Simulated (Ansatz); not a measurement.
# Every step of a relaxation of fcc Sb (100), 5 layers

DFT, PBE, PAW with Ansatz's default frozen-core files, scalar-relativistic (Ansatz 0.2.0); a Γ-centred 10×10×1 k mesh, Fermi–Dirac smearing of 0.05 eV, no spin polarisation. The run relaxes the atoms in the fixed cell.

Command: `ansatz run input.yaml --threads 2 --pin off --max-ram 4096MiB --backend cpu --events-out ev --progress --plain --runs-dir out` It took 79 s on 2 threads of Arm Neoverse V2, with other jobs on the host, peak memory 0.58 GiB.

```yaml
crystal:
  lattice:
    - [3.3880510169, 0.0, 0.0]
    - [0.0, 3.3880510169, 0.0]
    - [0.0, 0.0, 25.5829]
  atoms:
    - { symbol: Sb, position: [0.0, 0.0, 0.3127097517] }
    - { symbol: Sb, position: [0.5, 0.5, 0.4063548756] }
    - { symbol: Sb, position: [0.0, 0.0, 0.5] }
    - { symbol: Sb, position: [0.5, 0.5, 0.5936451244] }
    - { symbol: Sb, position: [0.0, 0.0, 0.6872902483] }
kpoints:
  mp_grid: { grid: [10, 10, 1] }
scf:
  occupations: { method: fermi_dirac, width: 0.05 }
hamiltonian:
  xc: pbe
  pseudopotentials: { kind: paw }
output:
  forces: true
  stress: true
  eigenvalues: true
  write_density: true
  write_potential: true
  elf: true
  volumetric_format: npy
relax:
  f_tol: 0.01
  max_steps: 40
efield:
  axis: 3
  amplitude: 0
  dipole_correction: true
```

Each step lists its free energy a cell above the last geometry, and Cartesian positions (Å) with forces (eV/Å).

The first step:

```
step 1  dF = 144.33 meV
  Sb 0.0000 0.0000 8.0000   0.0000 0.0000 0.3442
  Sb 1.6940 1.6940 10.3957   0.0000 0.0000 -0.3707
  Sb 0.0000 0.0000 12.7914   0.0000 0.0000 0.0000
  Sb 1.6940 1.6940 15.1872   0.0000 0.0000 0.3707
  Sb 0.0000 0.0000 17.5829   0.0000 0.0000 -0.3442
```

Spin–orbit coupling is left out, which matters for the heavy atoms.

Task: Where does the relaxation end, and by which steps?

Result: After 6 geometries, with a shortest distance of 3.187 Å. The further steps:
```
step 2  dF = 38.36 meV
  Sb 0.0000 0.0000 8.1350   0.0000 0.0000 0.2717
  Sb 1.6940 1.6940 10.3684   0.0000 0.0000 -0.2851
  Sb 0.0000 0.0000 12.7914   0.0000 0.0000 0.0000
  Sb 1.6940 1.6940 15.2145   0.0000 0.0000 0.2851
  Sb 0.0000 0.0000 17.4479   0.0000 0.0000 -0.2717
step 3  dF = 75.16 meV  (not accepted)
  Sb 0.0000 0.0000 8.3296   0.0000 0.0000 -0.3686
  Sb 1.6940 1.6940 10.2386   0.0000 0.0000 0.3519
  Sb 0.0000 0.0000 12.7914   0.0000 0.0000 0.0000
  Sb 1.6940 1.6940 15.3443   0.0000 0.0000 -0.3519
  Sb 0.0000 0.0000 17.2533   0.0000 0.0000 0.3686
step 4  dF = 0.67 meV
  Sb 0.0000 0.0000 8.1986   0.0000 0.0000 -0.0136
  Sb 1.6940 1.6940 10.2875   0.0000 0.0000 0.0361
  Sb 0.0000 0.0000 12.7914   0.0000 0.0000 0.0000
  Sb 1.6940 1.6940 15.2954   0.0000 0.0000 -0.0361
  Sb 0.0000 0.0000 17.3843   0.0000 0.0000 0.0136
step 5  dF = 0.09 meV
  Sb 0.0000 0.0000 8.2195   0.0000 0.0000 -0.0096
  Sb 1.6940 1.6940 10.3177   0.0000 0.0000 -0.0006
  Sb 0.0000 0.0000 12.7914   0.0000 0.0000 0.0000
  Sb 1.6940 1.6940 15.2652   0.0000 0.0000 0.0006
  Sb 0.0000 0.0000 17.3634   0.0000 0.0000 0.0096
step 6  dF = 0.00 meV
  Sb 0.0000 0.0000 8.2091   0.0000 0.0000 0.0031
  Sb 1.6940 1.6940 10.3107   0.0000 0.0000 -0.0023
  Sb 0.0000 0.0000 12.7914   0.0000 0.0000 0.0000
  Sb 1.6940 1.6940 15.2722   0.0000 0.0000 0.0023
  Sb 0.0000 0.0000 17.3738   0.0000 0.0000 -0.0031
```
